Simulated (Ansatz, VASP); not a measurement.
# C in VASP and in Ansatz

```
CELL_PARAMETERS angstrom
0.00000 1.48289 1.48289
1.48289 0.00000 1.48289
1.48289 1.48289 0.00000
ATOMIC_POSITIONS crystal
C 0.00000 0.00000 0.00000
```

Change from the starting cell: volume scaled by 0.889, to set the pressure.

Alike in both runs: task single point; functional PBE; k mesh 23 × 23 × 23; occupations fermi-dirac, width 0.1 eV; no spin polarisation.

```csv
,VASP,Ansatz
version,VASP 6.6.1,Ansatz 0.2.0
potentials or method,"VASP PAW PBE potentials, release 64 (C)","PAW with Ansatz's default frozen-core files, scalar-relativistic"
plane-wave cutoff (eV),520,420
valence electrons in the cell,4,4
```

```csv
,VASP,Ansatz,Ansatz less VASP
pressure (GPa),21.5,21.3,-0.19
```

The functional is the same, so the differences come from potentials, cutoffs and numerics.

Caveats: so large a pressure means that the cell lies far from this level's equilibrium, or that cutoff or potentials fall short (VASP).
